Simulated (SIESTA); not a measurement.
**SiC (Moissanite 6H) under changes of volume**

One of the cells (10.487 Å³/atom); the others are scaled copies at fixed shape and fractional positions:

```
Si C
1.0
     3.09500    0.00000    0.00000
    -1.54750    2.68035    0.00000
     0.00000    0.00000   15.17000
Si C
6 6
Direct
  0.66667 0.33333 0.45830
  0.33333 0.66667 0.95830
  0.66667 0.33333 0.79170
  0.33333 0.66667 0.29170
  0.00000 0.00000 0.62500
  0.00000 0.00000 0.12500
  0.66667 0.33333 0.33330
  0.33333 0.66667 0.83330
  0.66667 0.33333 0.66670
  0.33333 0.66667 0.16670
  0.00000 0.00000 0.50000
  0.00000 0.00000 0.00000
```

* Program: SIESTA 5.4.2
* Functional: PBE
* Potentials or basis: PseudoDojo 0.4 standard (PBE files)
* Basis: DZP (energy shift 0.01 Ry)
* Grid cutoff: 500 Ry
* Energy shift: 0.01 Ry
* k mesh: 10 × 10 × 2
* Occupations: fermi-dirac, width 0.05 eV
* Spin: no spin polarisation

```tsv
volume (Å³/atom)	energy over the lowest point (meV/atom)	pressure (GPa)	largest force (eV/Å)
9.858	35.05	16.9	0.136
10.068	16.73	11.2	0.135
10.277	?	?	?
10.487	0.00	1.9	0.130
10.697	0.27	-2.2	0.128
10.907	5.64	-5.9	0.126
11.116	15.48	-9.1	0.124
```

Problem. What does the run at 10.277 Å³/atom give?

Solution. Energy over the lowest point 5.34 meV/atom; pressure 6.3 GPa; largest force 0.132 eV/Å.

Worked out: A Birch-Murnaghan fit of order 3 (a polynomial in V^(-2/3)) to the other rows has its minimum at 10.58 Å³/atom with B0 = V·E''(V) = 205 GPa and B' = 4.1 at fixed shape and positions, which overstates the stiffness. It gives 5.30 meV/atom at 10.277 Å³/atom, against the run's 5.34, and -dE/dV = 6.3 GPa, against 6.3.

Energies are extrapolated to zero smearing.

Caveats: the basis of atomic orbitals isn't converged, which shifts pressures, moduli and gaps.
